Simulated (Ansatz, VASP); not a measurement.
**One calculation of Ga, two programs**

```
CELL_PARAMETERS angstrom
-1.69835 1.69835 1.69835
1.69835 -1.69835 1.69835
1.69835 1.69835 -1.69835
ATOMIC_POSITIONS crystal
Ga 0.00000 0.00000 0.00000
```

The cell was built by a generator and needn't be a form met in nature.

Alike in both runs: task relaxation of cell and atoms; functional r2SCAN; k mesh 13 × 13 × 13; occupations fermi-dirac, width 0.1 eV; no spin polarisation.

|  | VASP | Ansatz |
| --- | --- | --- |
| version | VASP 6.6.1 | Ansatz 0.2.0 |
| potentials or method | VASP PAW PBE potentials, release 64 (Ga_d) | plane waves (500 eV) with PAW, scalar-relativistic |
| plane-wave cutoff (eV) | 600 | 500 |
| valence electrons in the cell | 13 | 13 |

|  | VASP | Ansatz | Ansatz less VASP |
| --- | --- | --- | --- |
| relaxed volume (Å³/atom) | 18.18 | 18.20 | +0.018 |
| relaxed cell length with the largest relative difference (Å) | 2.869 | 2.870 | +0.0010 |
| energy change over the relaxation (meV/atom) | -18 | -17 | +1.3 |

Caveats: the PAW data sets were made with another functional, which shifts forces and pressure a little (VASP).
